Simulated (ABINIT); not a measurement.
PbS: single point with PBE

PbS:

```xyz
2
Lattice="4.0897 0.0000 0.0000 -2.0448 3.5418 0.0000 0.0000 0.0000 3.7882" Properties=species:S:1:pos:R:3 pbc="T T T"
Pb    0.0000    0.0000    0.0000
S     2.0448    1.1806    1.8941
```

Measurements of this composition are mostly on another form, of space group No. 225.

```yaml
Program: ABINIT 10.8.3 (patched build)
Task: single point
Functional: PBE
Potentials_or_basis: JTH PAW PBE v2.0
Cutoff: 517 eV
k_mesh: 6 × 6 × 5
Occupations: fermi-dirac, width 0.05 eV
Spin: no spin polarisation
```

The band gap on the k mesh is 0.06 eV, indirect (least direct gap 1.74 eV). The valence electrons inside the program's atomic spheres are Pb 11.29; S 3.52.

Levels at points of the mesh, in eV from the valence-band top:
```csv
k point,band 7,band 8,band 9,band 10,band 11,band 12,band 13,band 14
"(0.00, 0.00, 0.00)",-6.57,-2.27,-1.79,-1.79,3.35,3.35,5.17,6.38
"(0.50, 0.00, 0.00)",-8.57,-2.80,-1.91,-1.29,1.81,3.82,5.15,5.31
```

It took 20 s on 1 thread of AMD EPYC 7R43 64-Core Processor (Zen 3) (shared host), peak memory 0.11 GiB.

Caveat: spin-orbit coupling is left out, which as a rule narrows the gap of such compounds by several tenths of an eV; an odd mesh through Γ misses points on the zone boundary, where band edges often lie.
